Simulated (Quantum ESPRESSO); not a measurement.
**WC: zone-centre phonons under several settings**

```xyz
2
Lattice="0.0000 2.1927 2.1927 2.1927 0.0000 2.1927 2.1927 2.1927 0.0000" Properties=species:S:1:pos:R:3 pbc="T T T"
W     0.0000    0.0000    0.0000
C     2.1927    2.1927    2.1927
```

Measurements of this composition are mostly on another form, of space group No. 187.

All runs used Quantum ESPRESSO 7.5; k mesh 10 × 10 × 10; relaxed cell; no spin polarisation; cutoff 762 eV; occupations cold, width 0.2 eV.

```csv
level,potentials,volume (Å³/atom),lowest optical mode without the field (cm⁻¹)
LDA,GBRV 1.5 LDA,?,?
PBE,GBRV 1.5 PBE,10.52,428
PBEsol,GBRV 1.5 PBEsol,10.27,455
PW91,GBRV 1.5 PBE,10.54,422
revPBE,GBRV 1.5 PBE,10.58,420
RPBE,GBRV 1.5 PBE,10.61,416
vdW-DF-cx,GBRV 1.5 PBE,10.34,453
```

Task: What stands in the row left open?

Result: Volume 10.12 Å³/atom; lowest optical mode without the field 464 cm⁻¹.

Caveats: the potentials were made for another functional, which shifts forces and pressure (some runs).
